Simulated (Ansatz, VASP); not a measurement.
**SiC (Moissanite): VASP beside Ansatz**

Aim: how closely do two programs agree when they are given the same cell, functional and k mesh?

Main program and level: Ansatz 0.2.0; plane waves, with VASP 6.6.1 beside it; single point at LDA.

**1. Set-up**

Symmetry: P6_3mc, No. 186, hexagonal system. Conventional cell: a = 3.076 Å, b = 3.076 Å, c = 5.048 Å, α = 90.00°, β = 90.00°, γ = 120.00°. Nearest to Si lie 4 C at 1.87 to 1.94 Å. Nearest to C lie 4 Si at 1.87 to 1.94 Å. Farther neighbours are not listed.

**2. VASP: single point, LDA**

With cell and atoms fixed, the geometry can't cause a difference; cores, projectors, grids and the points listed under the comparison can.

Lines of VASP's logs that name or quote its potential files are left out, and so is its time.

Contents of INCAR:

```
SYSTEM = SiC
PREC = Accurate
ENCUT = 440
EDIFF = 1E-08
NELM = 100
ISMEAR = 0
SIGMA = 0.01
LREAL = .FALSE.
ALGO = Normal
GGA = CA
NBANDS = 14
LORBIT = 11
LWAVE = .TRUE.
LCHARG = .FALSE.
KPAR = 4
```

Contents of POSCAR:

```
SiC
1.0
    3.0760000000      0.0000000000      0.0000000000
   -1.5380000000      2.6638941420      0.0000000000
    0.0000000000      0.0000000000      5.0480000000
Si C
2 2
Direct
    0.6666666667      0.3333333333      0.5000000000
    0.3333333333      0.6666666667      0.0000000000
    0.6666666667      0.3333333333      0.8850000000
    0.3333333333      0.6666666667      0.3850000000
```

Contents of KPOINTS:

```
Automatic mesh
0
Gamma
6 6 3
0 0 0
```

PAW data sets: Si_GW and C_GW (LDA family, release 64).

The run is started by

```console
$ mpirun -np 4 vasp_std
```

Numbers of over 12 decimals in the logs are rounded to 6 here.

What it wrote:

```text
[banner, memory and clock lines left out]
running    4 mpi-ranks, on    1 nodes
 distrk:  each k-point on    1 cores,    4 groups
 distr:  one band on    1 cores,    1 groups

 POSCAR found type information on POSCAR SiC
 POSCAR found :  2 types and       4 ions
 LDA part: xc-table for (Slater(with rela. corr.)+CA(PZ))
 , standard interpolation
 POSCAR, INCAR and KPOINTS ok, starting setup
 FFT: planning ... GRIDC
 FFT: planning ... GRID_SOFT
 FFT: planning ... GRID
 WAVECAR not read
 entering main loop
       N       E                     dE             d eps       ncg     rms          rms(c)
DAV:   1     0.249205518095E+02    0.24921E+02   -0.67392E+03   484   0.921E+02
DAV:   2    -0.347424463283E+02   -0.59663E+02   -0.53781E+02   632   0.209E+02
DAV:   3    -0.373020448402E+02   -0.25596E+01   -0.25346E+01   554   0.353E+01
DAV:   4    -0.373823923702E+02   -0.80348E-01   -0.80296E-01   600   0.796E+00
DAV:   5    -0.373838279491E+02   -0.14356E-02   -0.14354E-02   568   0.111E+00    0.102E+01
DAV:   6    -0.333786912295E+02    0.40051E+01   -0.92852E+00   536   0.243E+01    0.299E+00
DAV:   7    -0.332647865309E+02    0.11390E+00   -0.12246E+00   608   0.817E+00    0.166E+00
DAV:   8    -0.332212141288E+02    0.43572E-01   -0.14108E-01   546   0.336E+00    0.404E-01
DAV:   9    -0.332152134159E+02    0.60007E-02   -0.17250E-02   568   0.108E+00    0.841E-02
DAV:  10    -0.332152381163E+02   -0.24700E-04   -0.29513E-03   658   0.400E-01    0.430E-02
DAV:  11    -0.332152078765E+02    0.30240E-04   -0.15890E-04   584   0.117E-01    0.746E-03
DAV:  12    -0.332152074145E+02    0.46199E-06   -0.92471E-06   618   0.275E-02    0.327E-03
DAV:  13    -0.332152070631E+02    0.35139E-06   -0.15578E-06   596   0.983E-03    0.255E-04
DAV:  14    -0.332152070854E+02   -0.22226E-07   -0.66651E-08   530   0.238E-03    0.226E-04
DAV:  15    -0.332152070872E+02   -0.18480E-08   -0.10463E-08   432   0.108E-03
   1 F= -.33215207E+02 E0= -.33215207E+02  d E =-.169980E-12
 writing wavefunctions
```

From OUTCAR (step 2):

```text
ion  position               nearest neighbor table
   1  0.667  0.333  0.500-   4 1.87   4 1.87   4 1.87   3 1.94   2 3.09   2 3.09   2 3.09   2 3.09
                             2 3.09   2 3.09
   2  0.333  0.667  0.000-   3 1.87   3 1.87   3 1.87   4 1.94   1 3.09   1 3.09   1 3.09   1 3.09
                             1 3.09   1 3.09
   3  0.667  0.333  0.885-   2 1.87   2 1.87   2 1.87   1 1.94
   4  0.333  0.667  0.385-   1 1.87   1 1.87   1 1.87   2 1.94

  LATTYP: Found a hexagonal cell.
 ALAT       =     3.0760000000
 C/A-ratio  =     1.6410923277

 Subroutine GETGRP returns: Found 12 space group operations
 (whereof  6 operations were pure point group operations)

The static configuration has the point symmetry C_3v.
 The point group associated with its full space group is C_6v.

 Found     14 irreducible k-points:

   k-points           NKPTS =     14   k-points in BZ     NKDIM =     14   number of bands    NBANDS=     14

   dimension x,y,z NGX =    24 NGY =   24 NGZ =   36
   dimension x,y,z NGXF=    48 NGYF=   48 NGZF=   72

   ENCUT  =  440.0 eV  32.34 Ry    5.69 a.u.   5.26  5.26  8.63*2*pi/ulx,y,z

   NELECT =      16.0000    total number of electrons

 k-points in reciprocal lattice and weights: Automatic mesh
   0.00000000  0.00000000  0.00000000       0.009
   0.16666667 -0.00000000  0.00000000       0.056
   0.33333333  0.00000000  0.00000000       0.056
   0.50000000 -0.00000000  0.00000000       0.028
   0.16666667  0.16666667  0.00000000       0.056
   0.33333333  0.16666667  0.00000000       0.111
   0.33333333  0.33333333  0.00000000       0.019
   0.00000000  0.00000000  0.33333333       0.019
   0.16666667 -0.00000000  0.33333333       0.111
[...]
0.33333333  0.16666667  0.33333333       0.222
   0.33333333  0.33333333  0.33333333       0.037

 average (electrostatic) potential at core
       1 -65.7610       2 -65.7610       3 -49.3461       4 -49.3461

 E-fermi :   8.0869

 k-point     1 :       0.0000    0.0000    0.0000
  band No.  band energies     occupation
    ...
      4       6.4878      2.00000
      5       6.4878      2.00000
      6       7.7702      2.00000
      7       7.7702      2.00000
      8       8.0427      2.00000
      9      12.6219      0.00000
     10      14.0730      0.00000
     11      14.4321      0.00000
     12      14.4321      0.00000
     13      15.4981      0.00000
    ...

 k-point     2 :       0.1667   -0.0000    0.0000
  band No.  band energies     occupation
    ...
      4       4.3304      2.00000
      5       5.8040      2.00000
      6       6.2287      2.00000
      7       7.4715      2.00000
      8       7.6727      2.00000
      9      12.6556      0.00000
     10      14.5037      0.00000
     11      14.9285      0.00000
     12      15.0397      0.00000
     13      15.3229      0.00000
    ...

 k-point     3 :       0.3333    0.0000    0.0000
  band No.  band energies     occupation
    ...
      4       1.6527      2.00000
      5       3.4494      2.00000
      6       4.8614      2.00000
      7       6.2621      2.00000
      8       6.8409      2.00000
      9      11.1318      0.00000
     10      12.7864      0.00000
     11      14.9827      0.00000
     12      15.4648      0.00000
     13      16.2302      0.00000
    ...

  Total       -0.8843990     -0.8843990     -1.9846910      0.0000000     -0.0000000      0.0000000
  in kB      -34.2559628    -34.2559628    -76.8742398      0.0000000     -0.0000000      0.0000000
  external PRESSURE =     -48.4620552 kB  Pullay stress =       0.0000000 kB

  energy-cutoff  :      440.00
  volume of cell :       41.36
      direct lattice vectors                 reciprocal lattice vectors
     3.076000000  0.000000000  0.000000000     0.325097529  0.187695146  0.000000000
    -1.538000000  2.663894142  0.000000000     0.000000000  0.375390292  0.000000000
     0.000000000  0.000000000  5.048000000     0.000000000  0.000000000  0.198098257

 POSITION                                       TOTAL-FORCE (eV/Angst)
 -----------------------------------------------------------------------------------
      1.53800      0.88796      2.52400         0.000000     -0.000000      0.734607
     -0.00000      1.77593      0.00000        -0.000000      0.000000      0.734607
      1.53800      0.88796      4.46748         0.000000     -0.000000     -0.734607
     -0.00000      1.77593      1.94348        -0.000000      0.000000     -0.734607
 -----------------------------------------------------------------------------------
    total drift:                                0.000000      0.000000     -0.000181

  FREE ENERGIE OF THE ION-ELECTRON SYSTEM (eV)
  ---------------------------------------------------
  free  energy   TOTEN  =       -33.2152070872 eV

  energy  without entropy=      -33.2152070872  energy(sigma->0) =      -33.21520709

 total charge
# of ion       s       p       d       tot
------------------------------------------
    1        0.693   0.954   0.210   1.857
    2        0.693   0.954   0.210   1.857
    3        0.804   1.686   0.000   2.490
    4        0.804   1.686   0.000   2.490
--------------------------------------------------
tot          2.995   5.279   0.419   8.694

[... 3 further parts left out ...]
```

The gap is read on the k-mesh alone, so it is an upper bound where the band edges lie off the mesh.

**3. Ansatz: single point, LDA**

Ansatz runs on its default PAW (the set named soft_2) files.

The same cell, functional (in two slightly different forms), mesh and smearing now go to Ansatz, which takes its cutoff from its data sets.

Contents of input.yaml:

```yaml
crystal:
  lattice:
    - [3.076, 0.0, 0.0]
    - [-1.538, 2.663894142, 0.0]
    - [0.0, 0.0, 5.048]
  atoms:
    - { symbol: Si, position: [0.6666666667, 0.3333333333, 0.5] }
    - { symbol: Si, position: [0.3333333333, 0.6666666667, 0.0] }
    - { symbol: C, position: [0.6666666667, 0.3333333333, 0.885] }
    - { symbol: C, position: [0.3333333333, 0.6666666667, 0.385] }
hamiltonian:
  xc: lda
  pseudopotentials: { kind: paw }
kpoints:
  mp_grid: { grid: [6, 6, 3] }
scf:
  occupations: { method: gaussian, width: 0.01 }
  n_extra_bands: 5
output:
  forces: true
  stress: true
  eigenvalues: true
  write_density: true
  write_potential: true
  elf: true
  volumetric_format: npy
```

The run is started by

```console
$ ansatz run input.yaml --threads 2 --pin off --max-ram 4608MiB --backend cpu --events-out ev --progress --plain --runs-dir out
```

What it wrote:

```text
scf.n_extra_bands = 5 over 8 filled bands (N_el = 16.0): the run solves 13 bands
Engine: ansatz 0.2.0, aarch64-unknown-linux-gnu
Pseudopotentials: kind: paw
Pseudopotential: Si, paw, valence charge 4, recommended cutoff 420 eV (normal), Si.paw.azcp
Pseudopotential: C, paw, valence charge 4, recommended cutoff 420 eV (normal), C.paw.azcp
Functional definition: SPW92
  exchange = slater_x
  correlation = pw_c
Crystal: 4 atoms, lattice volume = 41.364 Å³
Basis set: ecut = 420 eV, 785 PW (Γ)
Bands: 13, of which v1, the nominal top of the filled ones, is band 8 counted from 1 (7 counted from 0)
Symmetry: 12 space group operations
Space group: P63mc (ITA 186), of the structure as read, at distance tolerance 3.5e-5 Å
k-points: 14 of 108 (time reversal used)
Non-local potential: Si, projectors of the file, l = 0: 2, l = 1: 2, l = 2: 2
Non-local potential: C, projectors of the file, l = 0: 2, l = 1: 2, l = 2: 1
PAW form: soft (Blöchl's): semilocal exchange-correlation on the pseudo side does not see the compensation charge
PAW frozen core: Si, regenerated for the run's functional, and the local potential with it (the file was generated under x = pbe(κ = 0.804, μ = 0.219515), c = pbe(β = 0.066725))
PAW frozen core: C, regenerated for the run's functional, and the local potential with it (the file was generated under x = pbe(κ = 0.804, μ = 0.219515), c = pbe(β = 0.066725))
PAW one-centre angular grid: Si, 110 points (default); XC on 64 Gauss nodes
PAW one-centre angular grid: C, 110 points (default); XC on 64 Gauss nodes
Initial density: superposition of atomic densities (neutral atoms: chi_scale 0, normalization atom), corrected by the library's trained network
Initial wavefunctions: pseudopotential atomic-orbital guess
Functional: x = slater, c = lda
SCF iter   1: F=—  HF=-1704.336437 eV  |F-HF|=—  |Δ(HF+E_count)|=         —  Δρ=7.42e-3  dr2=2.37e-2  ethr=1.77e-3  ⟨swp⟩=6.1  Hψ=1235  notcnv=0
preconditioner: auto → none  [insulator: Δε(μ)=2.126 eV  Ē_g=12.306 eV  σ=0.010 eV  W_gap=1.00  n_scr=2 (ndim 8)  ℏωp=23.1 eV  f_vac=0.000  D(μ)=0.00/eV (n_scr^D=0)  ε∞_Penn≈4.5]
SCF iter   2: F=—  HF=-1704.330054 eV  |F-HF|=—  |Δ(HF+E_count)|=   6.38e-3  Δρ=3.39e-3  dr2=2.22e-3  ethr=1.48e-4  ⟨swp⟩=2.8  Hψ=439  notcnv=0  defer=14
SCF iter   3: F=—  HF=-1704.329460 eV  |F-HF|=—  |Δ(HF+E_count)|=   5.94e-4  Δρ=1.39e-3  dr2=3.34e-4  ethr=1.39e-5  ⟨swp⟩=2.8  Hψ=324  notcnv=0  defer=14
SCF iter   4: F=—  HF=-1704.329376 eV  |F-HF|=—  |Δ(HF+E_count)|=   8.40e-5  Δρ=3.26e-4  dr2=1.92e-5  ethr=2.09e-6  ⟨swp⟩=1.0  Hψ=168  notcnv=0  defer=14
SCF iter   5: F=—  HF=-1704.329373 eV  |F-HF|=—  |Δ(HF+E_count)|=   2.80e-6  Δρ=3.09e-5  dr2=1.80e-7  ethr=1.20e-7  ⟨swp⟩=2.0  Hψ=266  notcnv=0  defer=14
SCF iter   6: F=-1704.329373 eV  HF=-1704.329373 eV  |F-HF|=4.05e-10  |Δ(HF+E_count)|=   1.92e-8  Δρ=3.43e-6  dr2=1.92e-9  ethr=6.25e-10  ⟨swp⟩=10.9  Hψ=1166  notcnv=0
SCF 1 converged in 6 iterations: F = -1704.329373 eV  dr2 = 1.92e-9
  greatest PAW one-centre occupation: 0.637 electrons in one spin orbital (limit 2), on the C atom at site 3 (counted from 0), in its partial waves of l = 0
SCF converged after 6 iterations
Free energy (F): -1704.329373 eV
Harris-Foulkes:  -1704.329373 eV  (|F-HF|=4.05e-10)
Internal energy: -1704.329373 eV  (E = F + TS)
E sigma→0 (E₀):  -1704.329373 eV
Fermi energy:    10.651354 eV
--- Per-component energies (eV) ---
  E_band       = 54.240602
  E_kinetic    = 271.823636
  E_local      = -214.850500  (includes V_loc(G=0)·N_el)
  E_nonlocal   = 107.793451
  E_hartree    = 64.682300
  E_xc         = -209.534200
  E_vxc        = -218.898444  (∫ρ·V_xc dr)
  E_paw        = -1155.967532  (= ΣΔE_a)
  E_vpaw       = -20.991978  (= ΣTr[D̂ρ^β])
  E_aug_tail   = 0.000030  (compensation charges beyond the density's cutoff)
  E_ewald      = -568.570884
  E_core_change = 0.294326  (= ΣΔE_core)
  E_smearing   = -0.000000  (= −TS)
  E_closure    = 0.000000  (closes the sum)
  Σ components = -1704.329373   (vs F -1704.329373, Δ=0.00e0)
--- Forces (eV/Å), atoms counted from 1 ---
  atom   1  Si    -0.00000000     0.00000000     0.72955315
  atom   2  Si     0.00000000    -0.00000000     0.72955315
  atom   3  C     -0.00000000     0.00000000    -0.72958407
  atom   4  C     -0.00000000    -0.00000000    -0.72958407
  max |Σ_I F_I| component: 6.18e-5 eV/Å
--- Stress (GPa, compression-positive) ---
       -2.561473       0.000000       0.000000
       -0.000000      -2.561473       0.000000
        0.000000       0.000000      -6.777533
  P = ⅓ Tr σ = -3.9668 GPa (-39.668 kbar)
--- Band table (eV; the first three rows and the last of 14) ---
  k-point 0: bands = [... 4 lower, 7.9951, 9.2748, 9.2748, 9.5484, 14.1216, 15.5662, 15.9478, 15.9478, ... 1 higher]
  k-point 1: bands = [... 4 lower, 8.2787, 8.2787, 8.9150, 8.9150, 14.6076, 15.9263, 16.1963, 16.1963, ... 1 higher]
  k-point 2: bands = [... 4 lower, 7.3122, 7.7342, 8.9764, 9.1779, 14.1658, 16.0078, 16.4344, 16.5432, ... 1 higher]
  k-point 13: bands = [... 4 lower, 3.0759, 4.3934, 7.2392, 7.2392, 13.7121, 15.0465, 15.0465, 16.7362, ... 1 higher]
```

Run time: 1.6 s. Hardware: 2 threads of Arm Neoverse N1, shared host; peak memory 0.27 GiB; 2.5 s of CPU time.

The column dr2 measures how far the density is from self-consistency, as an energy; F and HF (Harris–Foulkes) agree once it is small.

The run ends at a pressure of -3.97 GPa, with forces up to 0.73 eV/Å.

**4. Differences**

Known differences besides the potentials themselves: the two LDA forms differ slightly; the cutoff is 420 eV in Ansatz and 440 eV in VASP; VASP's log shows a relativistic correction to its local exchange, Ansatz's none. Total energies have different zeros and are not compared.

Compared:

```csv
quantity,Ansatz,VASP,difference
gap on the k mesh (eV),2.206,2.194,+0.012
```

Forces (eV/Å; atoms numbered as in POSCAR):

```csv
atom,"Ansatz x, y, z","VASP x, y, z"
Si1,"0.000, 0.000, 0.730","0.000, 0.000, 0.735"
Si2,"0.000, 0.000, 0.730","0.000, 0.000, 0.735"
C3,"0.000, 0.000, -0.730","0.000, 0.000, -0.735"
C4,"0.000, 0.000, -0.730","0.000, 0.000, -0.735"
```

The forces differ by 2.9 meV/Å r.m.s., which is 0.7 % of the r.m.s. force of 0.42 eV/Å (both taken over all components). Not compared: the pressure (VASP's GW data sets at this cutoff don't carry it). A gap on the mesh is an upper bound, since the band edges may lie between its points.

**5. What came out**

```json
{"r.m.s. force difference (single point, LDA)": "0.69 % of the r.m.s. force"}
```

The r.m.s. force difference is 0.69 % of the r.m.s. force (single point, LDA), within the 3 % picked in this series as the mark of a large difference. How closely two codes agree says nothing of how well the functional describes the real material.

[Lines on the potential files, build, host, timing and source positions are cut from VASP's logs without a mark.]

[Logs are printed without paths, hosts, clocks, repeated set-up lines and the standing remarks that a program may print on its own settings, such as how far it seeks lower states.]

[Hosts, paths, dates, database ids (printed as entryN), source tags and the programs' standing remarks are cut or masked in the printed files.]
